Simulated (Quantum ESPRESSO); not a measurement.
Crystal: CeO2.

```xyz
3
Lattice="0.0000 2.7037 2.7037 2.7037 0.0000 2.7037 2.7037 2.7037 0.0000" Properties=species:S:1:pos:R:3 pbc="T T T"
Ce    0.0000    0.0000    0.0000
O     4.0555    4.0555    4.0555
O     1.3518    1.3518    1.3518
```

Base run:

* Program: Quantum ESPRESSO 7.5
* Functional: PBE
* Potentials or basis: SSSP 1.3 efficiency PBE
* Cutoff: 748 eV
* Density cutoff: 5987 eV
* k mesh: 9 × 9 × 9
* Occupations: fermi-dirac, width 0.05 eV
* Spin: collinear spin, ferromagnetic start
* Starting moments: [1.0, 0.0, 0.0] μB
* Hubbard terms: Ce f U = 6 eV

Its results: band gap on the k mesh 1.89 eV, indirect (least direct gap 2.10 eV); pressure 11.7 GPa; net moment 0.00 μB per cell.

Q: The run is repeated on the same cell with these changes: hubbard terms from Ce f U = 6 eV to Ce f U = 1 eV. What comes out?

A: Band gap on the k mesh 2.04 eV, indirect (least direct gap 2.11 eV); pressure 7.3 GPa; net moment 0.00 μB per cell.

Caveats: the magnetic or orbital state may not be the lowest; spin-orbit coupling is left out, which moves the levels of the heavy elements; an odd mesh through Γ misses points on the zone boundary, where band edges often lie.
